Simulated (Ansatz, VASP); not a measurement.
# One calculation of Au, two programs

File INCAR:

```
ALGO = Normal ; EDIFF = 1E-7
ENCUT = 520 ; GGA = PS
ISIF = 2 ; ISMEAR = 0
LASPH = T ; LCHARG = F
LREAL = F ; LWAVE = F
NBANDS = 12 ; NELM = 100
PREC = Accurate ; SIGMA = 0.15
```

File KPOINTS:

```
k-points
0
Gamma
  20 20 20
```

The input POSCAR:

```
Au
1.0
   -1.7235597600      1.7235597600      1.5246874800
    1.7235597600     -1.7235597600      1.5246874800
    1.7235597600      1.7235597600     -1.5246874800
Au
1
Direct
    0.0000000000      0.0000000000      0.0000000000
```

Input for Ansatz:

```yaml
crystal:
  lattice:
    - [-1.72355976, 1.72355976, 1.52468748]
    - [1.72355976, -1.72355976, 1.52468748]
    - [1.72355976, 1.72355976, -1.52468748]
  atoms:
    - { symbol: Au, position: [0.0, 0.0, 0.0] }
basis:
  ecutwfc: 420
kpoints:
  mp_grid: { grid: [20, 20, 20] }
hamiltonian:
  xc: pbesol
scf:
  occupations: { method: gaussian, width: 0.15 }
output:
  forces: true
  stress: true
  eigenvalues: true
```

Change from the starting cell: strain +0.040 along x and y, -0.080 along z, atoms carried along.

Alike in both runs: task single point; functional PBEsol; k mesh 20 × 20 × 20; occupations gaussian, width 0.15 eV; no spin polarisation.

|  | VASP | Ansatz |
| --- | --- | --- |
| version | VASP 6.6.1 | Ansatz 0.2.0 |
| potentials or method | VASP PAW PBE potentials, release 64 (Au) | scalar-relativistic, plane waves, PAW |
| plane-wave cutoff (eV) | 520 | 420 |
| valence electrons in the cell | 11 | 19 |

```tsv
	VASP	Ansatz	Ansatz less VASP
gap on the k mesh at the Fermi level (eV)	none	none	-
pressure (GPa)	-8.8	-8.6	+0.21
largest component of the traceless stress (GPa)	0.65	0.64	-0.011
```

A gap of «none» marks a metal or a gap that the smearing closes. The two sets of potentials don't hold the same shells in valence.

Caveats: the PAW data sets were made with another functional, which shifts forces and pressure a little (VASP). The runs have no spin-orbit coupling, so splittings on Au are missing.
